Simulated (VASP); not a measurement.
Runs of VASP 6.6.1 on MgO. The structure is cubic, space group Pm-3m (No. 221). The conventional cell has a = 2.659 Å, b = 2.659 Å, c = 2.659 Å, α = 90.00°, β = 90.00°, γ = 90.00°. Mg (site symmetry m-3m) has 8 O at 2.30 Å as nearest neighbours. O (site symmetry m-3m) is surrounded by 8 Mg at 2.30 Å. The cell was built by a generator and needn't be a form met in nature.

| task | cell | cutoff (eV) | gap on the mesh (eV) | pressure (GPa) |
| --- | --- | --- | --- | --- |
| relaxation of cell and atoms | relaxed | 600 | 2.31 | 0.0 |
| single point | Pm-3m, 9.13 Å³/atom | 520 | (b) | (a) |
| single point | Pm-3m, 9.69 Å³/atom | 520 | 2.00 | -4.5 |
| single point | Pm-3m, 9.41 Å³/atom | 520 | 2.25 | -0.7 |

Alike in all rows: level PBE; potentials or basis VASP PAW PBE potentials, release 64 (Mg, O); no spin polarisation; k mesh 10 × 10 × 10; smearing gaussian 0.02 eV.

Question: Fill in the values left out.

Answer: (a) 3.7; (b) 2.52.

A k mesh can miss the band edges.
